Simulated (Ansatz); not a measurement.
Trial structure of SiO2, not yet relaxed:

```
Si O
1.0
    -4.46150    4.46150    2.67769
     4.46150   -4.46150    2.67769
     4.46150    4.46150   -2.67769
Si O
4 8
Direct
  0.68050 0.68050 0.36100
  0.31950 0.31950 0.63900
  0.31950 0.68050 0.00000
  0.68050 0.31950 0.00000
  0.50000 0.50000 0.50000
  0.00000 0.00000 0.50000
  0.51549 0.64446 0.15996
  0.64446 0.48451 0.12897
  0.35554 0.51549 0.87103
  0.48451 0.35554 0.84004
  0.00000 0.50000 0.00000
  0.50000 0.00000 0.00000
```

The calculation used Ansatz, DFT PBE, scalar-relativistic, plane waves, PAW. Plane waves to 420 eV, a k mesh through Γ of 4×4×4 on the computed 12-atom cell and Gaussian smearing (0.10 eV); no spin polarisation.

Formation energies are uncorrected and refer to the elements' standard structures at the same level (O₂ as a molecule).

Question: How far from equilibrium is it?

Answer: The pressure is 18.2 GPa (the mean over three directions, positive in compression), the largest force is 12.88 eV/Å, and the energy is −1.70 eV/atom against the elements. The shortest distance is 1.51 Å.

Question: Is it a good guess?

Answer: A poor one: relaxing gains about 1.1 eV/atom in 10 ionic steps and ends at −2.773 eV/atom on the finer mesh. The symmetry goes from I4/m (No. 87) to I4/mmm (No. 139). The volume per atom stays near 17.8 Å³. The shortest distance goes from 1.51 Å (Si–O) to 1.61 Å (Si–O). Conventional cell: a = 9.006 Å, c = 5.275 Å. Si has 4 O at 1.61–1.62 Å; O on a site of symmetry 2/m is surrounded by 2 Si at 1.61 Å; around O on a site of symmetry m2m lie 2 Si at 1.62 Å.

The last run used a 6×6×6 mesh for its 12-atom cell and Gaussian smearing of 0.02 eV. The relaxation can't lower the symmetry of the start, and the grade says only how near the guess is to its own end. Symmetry constrained the relaxation, so the result can be a saddle point.
